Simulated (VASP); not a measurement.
# Sn (P6_3/mmc) in VASP: notebook, part 2 of 3

VASP 6.6.1. Earlier steps stand in the parts before.

### Step 3. Single point, PBE

This run uses another cell than the first one, of 38.21 Å³/atom, 1.124 times its volume.

INCAR reads:

```
PREC     = Accurate       # precision mode
ENCUT    = 520            # plane-wave cutoff, eV
EDIFF    = 1E-6           # SCF threshold, eV
ISMEAR   = 0              # smearing method
SIGMA    = 0.1            # smearing width, eV
LREAL    = F              # projectors in reciprocal space
LASPH    = T              # aspherical terms in the spheres
NELM     = 100            # most SCF steps
ALGO     = Normal         # electronic algorithm
ISIF     = 2              # what is computed and relaxed
LWAVE    = F              # write WAVECAR
LCHARG   = F              # write CHGCAR
GGA      = PE             # functional
NBANDS   = 36             # bands
```

KPOINTS reads:

```
regular mesh
0
Gamma
  6 6 2
```

POSCAR reads:

```
Sn
1.0
    4.0166735406      0.0000000000      0.0000000000
   -2.0083367703      3.4785413248      0.0000000000
    0.0000000000      0.0000000000     10.9397206186
Sn
4
Direct
    0.0000000000      0.0000000000      0.2500000000
    0.0000000000      0.0000000000      0.7500000000
    0.3333333333      0.6666666667      0.7500000000
    0.6666666667      0.3333333333      0.2500000000
```

Potentials or basis: VASP PAW PBE potentials, release 64 (Sn_d).

Started as:

```sh
> cat potpaw_PBE.64/Sn_d/POTCAR > POTCAR
> mpirun -np 1 vasp_std > vasp.out
```

OUTCAR:

```text
PREC = Accurate
   ENCUT = 520
   EDIFF = 1E-6
   ISMEAR = 0
   LREAL = F
   LASPH = T
   NELM = 100
   ISIF = 2
   GGA = PE

 ion  position               nearest neighbor table
   1  0.000  0.000  0.250-   4 2.32   4 2.32   4 2.32
   2  0.000  0.000  0.750-   3 2.32   3 2.32   3 2.32
   3  0.333  0.667  0.750-   2 2.32   2 2.32   2 2.32
   4  0.667  0.333  0.250-   1 2.32   1 2.32   1 2.32

  LATTYP: Found a hexagonal cell.
 ALAT       =     4.0166735406
 C/A-ratio  =     2.7235772357

  Lattice vectors:

 A1 = (   4.0166735406,   0.0000000000,   0.0000000000)
 A2 = (  -2.0083367703,   3.4785413248,   0.0000000000)
 A3 = (   0.0000000000,   0.0000000000,  10.9397206186)

Analysis of symmetry for initial positions (statically):
=====================================================================
 Subroutine PRICEL returns:
 Original cell was already a primitive cell.

 Routine SETGRP: Setting up the symmetry group for a
 hexagonal supercell.

 Subroutine GETGRP returns: Found 24 space group operations
 (whereof 12 operations were pure point group operations)
 out of a pool of 24 trial point group operations.

The static configuration has the point symmetry D_3d.
 The point group associated with its full space group is D_6h.

Analysis of symmetry for dynamics (positions and initial velocities):
=====================================================================
 Subroutine PRICEL returns:
 Original cell was already a primitive cell.

 Routine SETGRP: Setting up the symmetry group for a
 hexagonal supercell.

 Subroutine GETGRP returns: Found 24 space group operations
 (whereof 12 operations were pure point group operations)
 out of a pool of 24 trial point group operations.

The dynamic configuration has the point symmetry D_3d.
 The point group associated with its full space group is D_6h.

 Subroutine INISYM returns: Found 24 space group operations
 (whereof 12 operations are pure point group operations),
 and found     1 'primitive' translations

----------------------------------------------------------------------------------------

                                     Primitive cell

  volume of cell :     152.8516

  direct lattice vectors                    reciprocal lattice vectors
     4.016673541  0.000000000  0.000000000     0.248962230  0.143738410  0.000000000
    -2.008336770  3.478541325  0.000000000     0.000000000  0.287476820  0.000000000
     0.000000000  0.000000000 10.939720619     0.000000000  0.000000000  0.091410013

  length of vectors
     4.016673541  4.016673541 10.939720619     0.287476820  0.287476820  0.091410013

  position of ions in fractional coordinates (direct lattice)
     0.000000000  0.000000000  0.250000000
     0.000000000  0.000000000  0.750000000
     0.333333333  0.666666667  0.750000000
     0.666666667  0.333333333  0.250000000

  ion indices of the primitive-cell ions
   primitive index   ion index
                 1           1
                 2           2
                 3           3
                 4           4

----------------------------------------------------------------------------------------

 KPOINTS: regular mesh

Automatic generation of k-mesh.
 Grid dimensions read from file:
 generate k-points for:    6    6    2

[... 25 lines left out ...]
  0.333333  0.166667  0.000000     12.000000
  0.333333  0.333333  0.000000      2.000000
  0.000000  0.000000  0.500000      1.000000
  0.166667  0.000000  0.500000      6.000000
  0.333333  0.000000  0.500000      6.000000
  0.500000  0.000000  0.500000      3.000000
  0.166667  0.166667  0.500000      6.000000
  0.333333  0.166667  0.500000     12.000000
  0.333333  0.333333  0.500000      2.000000
   k-points           NKPTS =     14   k-points in BZ     NKDIM =     14   number of bands    NBANDS=     36
   number of dos      NEDOS =    301   number of ions     NIONS =      4
   total plane-waves  NPLWV =  75600
   dimension x,y,z NGX =    30 NGY =   30 NGZ =   84
   dimension x,y,z NGXF=    60 NGYF=   60 NGZF=  168
   ions per type =               4
   NGX,Y,Z   is equivalent  to a cutoff of  12.42, 12.42, 12.77 a.u.
   NGXF,Y,Z  is equivalent  to a cutoff of  24.83, 24.83, 25.53 a.u.
 SYSTEM =  unknown system
   PREC   = accura    normal or accurate (medium, high low for compatibility)
   ISTART =      0    job   : 0-new  1-cont  2-samecut
   ICHARG =      2    charge: 1-file 2-atom 10-const
   ISPIN  =      1    spin polarized calculation?
   LNONCOLLINEAR =      F non collinear calculations
   LSORBIT =      F    spin-orbit coupling
   LASPH  =      T    aspherical Exc in radial PAW
   ENCUT  =  520.0 eV  38.22 Ry    6.18 a.u.   7.47  7.47 20.34*2*pi/ulx,y,z
   NELM   =    100;   NELMIN=  2; NELMDL= -5     # of ELM steps
   EDIFF  = 0.1E-05   stopping-criterion for ELM
   LREAL  =      F    real-space projection
   EDIFFG = 0.1E-04   stopping-criterion for IOM
   NSW    =      0    number of steps for IOM
   IBRION =     -1    ionic relax: 0-MD 1-quasi-New 2-CG
   NFREE  =      0    steps in history (QN), initial steepest desc. (CG)
   ISIF   =      2    stress and relaxation
   ISYM   =      2    0-nonsym 1-usesym 2-fastsym
   POTIM  = 0.5000    time-step for ionic-motion
   TEBEG  =    0.0;   TEEND  =   0.0 temperature during run
   PSTRESS=    0.0 pullay stress
   NELECT =      56.0000    total number of electrons
   NUPDOWN=      -1.0000    fix difference up-down
   EMIN   =  10.00;   EMAX   =-10.00  energy-range for DOS
   EFERMI =   0.00;   METHOD = LEGACY
   ISMEAR =     0;   SIGMA  =   0.10  broadening in eV -4-tet -1-fermi 0-gaus
   EFERMI_NEDOS =   21; number of points for ismear=-14 and -15
   IALGO  =     38    algorithm
   IMIX   =      4    mixing-type and parameters
     AMIX     =   0.40;   BMIX     =  1.00
     AMIX_MAG =   1.60;   BMIX_MAG =  1.00
  volume/ion in A,a.u.               =      38.21       257.87
  Fermi-wavevector in a.u.,A,eV,Ry     =   1.171424  2.213671 18.670386  1.372235
  Thomas-Fermi vector in A             =   2.307868
   LORBIT       =      0    0 simple, 1 ext, 2 COOP (PROOUT), +10 PAW based schemes
   GGA     = PE    functional components
   LHFCALC =     F    Hartree Fock is set to
   AEXX    =    0.0000 exact exchange contribution
   IVDW    =     0    specifies the selected vdW correction
   LEPSILON=     F    determine dielectric tensor
   LRPA    =     F    only Hartree local field effects (RPA)
 non-spin polarized calculation
 Gauss-broadening in eV      SIGMA  =   0.10
  energy-cutoff  :      520.00
  volume of cell :      152.85
 maximum number of plane-waves:      4148
 NGX is ok and might be reduce to    30
   NGX = 15   NGY = 15   NGZ = 41

 number of electron      55.9999966 magnetization

 Free energy of the ion-electron system (eV)
  ---------------------------------------------------
  ext. energy  EPLUGINS =         0.00000000
  ---------------------------------------------------
  free energy    TOTEN  =        -6.44591525 eV

  energy without entropy =       -6.43654226  energy(sigma->0) =       -6.44122876

 E-fermi :   4.5898     XC(G=0):  -7.8159

 val. band max:        4.5872165652   @ k =   0.3333   0.3333   0.5000
 cond. band min:       4.5977176781   @ k =   0.3333   0.3333   0.5000
 fundamental gap:      0.0105011129
 Fermi energy:         4.5897641687

 k-point     1 :       0.0000    0.0000    0.0000
  band No.  band energies     occupation
      1     -18.2399      2.00000
      2     -18.2397      2.00000
      3     -18.1057      2.00000
      4     -18.1057      2.00000
      5     -18.1057      2.00000
      6     -18.1057      2.00000
[... 535 lines left out ...]
     35      11.3509      0.00000
     36      11.3511      0.00000

------------------------ aborting loop because EDIFF is reached ----------------------------------------

  FORCE on cell =-STRESS in cart. coord.  units (eV):
  Direction    XX          YY          ZZ          XY          YZ          ZX
  --------------------------------------------------------------------------------------
  -------------------------------------------------------------------------------------
  Total       47.4573060     47.4573060     -0.2490590      0.0000000      0.0000000      0.0000000
  in kB      497.4434655    497.4434655     -2.6106158      0.0000000      0.0000000      0.0000000
  external PRESSURE =     330.7587717 kB  Pullay stress =       0.0000000 kB

 VOLUME and BASIS-vectors are now :
 -----------------------------------------------------------------------------
  energy-cutoff  :      520.00
  volume of cell :      152.85
      direct lattice vectors                 reciprocal lattice vectors
     4.016673541  0.000000000  0.000000000     0.248962230  0.143738410  0.000000000
    -2.008336770  3.478541325  0.000000000     0.000000000  0.287476820  0.000000000
     0.000000000  0.000000000 10.939720619     0.000000000  0.000000000  0.091410013

 POSITION                                       TOTAL-FORCE (eV/Angst)
 -----------------------------------------------------------------------------------
      0.00000      0.00000      2.73493        -0.000000      0.000000     -0.000000
      0.00000      0.00000      8.20479         0.000000     -0.000000     -0.000000
     -0.00000      2.31903      8.20479        -0.000000      0.000000      0.000000
      2.00834      1.15951      2.73493         0.000000      0.000000     -0.000000
 -----------------------------------------------------------------------------------
    total drift:                                0.000000      0.000000      0.000000

  FREE ENERGIE OF THE ION-ELECTRON SYSTEM (eV)
  ---------------------------------------------------
  free  energy   TOTEN  =        -6.4459152534 eV

  energy  without entropy=       -6.4365422574  energy(sigma->0) =       -6.44122876
```

Wall time 76 s (1 thread of AMD EPYC 7R13 (Zen 3), shared host); peak memory 0.24 GiB.

What came out:

| Quantity | Value |
| --- | --- |
| Free energy | -6.4459 eV |
| Pressure | 33.1 GPa |
| Band gap on the k mesh | none (metal or under the smearing width) |

Stress tensor (GPa, compression positive):
```
49.74  0.00  0.00
 0.00 49.74  0.00
 0.00  0.00 -0.26
```

Levels at points of the mesh, in eV from the Fermi level:
| k point | band 26 | band 27 | band 28 | band 29 | band 30 | band 31 |
| --- | --- | --- | --- | --- | --- | --- |
| (0.00, 0.00, 0.00) | -0.44 | -0.43 | -0.43 | 2.04 | 2.37 | 2.42 |
| (0.50, 0.00, 0.00) | -2.89 | -1.34 | -1.06 | 0.76 | 1.06 | 1.57 |
| (0.00, 0.00, 0.50) | -0.44 | -0.44 | -0.44 | 2.39 | 2.39 | 3.20 |
| (0.50, 0.00, 0.50) | -2.91 | -1.18 | -1.18 | 0.82 | 0.82 | 1.62 |

Caveat: a pressure of tens of GPa on the cell as given is suspect, and the run, the potentials or the cell itself is likely at fault.

[end of part 2 of 3]
